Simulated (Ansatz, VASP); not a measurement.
## Tl in VASP and in Ansatz

```
Tl
1.0
     3.50148    0.00000    0.00000
    -1.75074    3.03237    0.00000
     0.00000    0.00000    5.59771
Tl
2
Direct
  0.66667 0.33333 0.75000
  0.33333 0.66667 0.25000
```

Change from the starting cell: volume scaled by 1.04.

Alike in both runs: task single point; functional PBE; k mesh 9 × 9 × 5; occupations fermi-dirac, width 0.05 eV; no spin polarisation.

```csv
,VASP,Ansatz
version,VASP 6.6.1,Ansatz 0.2.0
potentials or method,"VASP PAW PBE potentials, release 64 (Tl_d), cutoff 520 eV","all-electron LAPW, scalar-relativistic"
```

Ansatz gave:

| Quantity | Value |
| --- | --- |
| gap on the k mesh at the Fermi level (eV) | none |
| pressure (GPa) | 1.9 |
| largest component of the traceless stress (GPa) | 0.71 |

Task: What did VASP give for the same quantities?

Result: gap on the k mesh at the Fermi level (eV): none; pressure (GPa): 1.8; largest component of the traceless stress (GPa): 0.70.

A gap of «none» marks a metal or a gap that the smearing closes. Ansatz ran all-electron here, so the differences hold the error of VASP's frozen core and of both bases.

Spin-orbit coupling is left out, which matters for the levels of Tl.
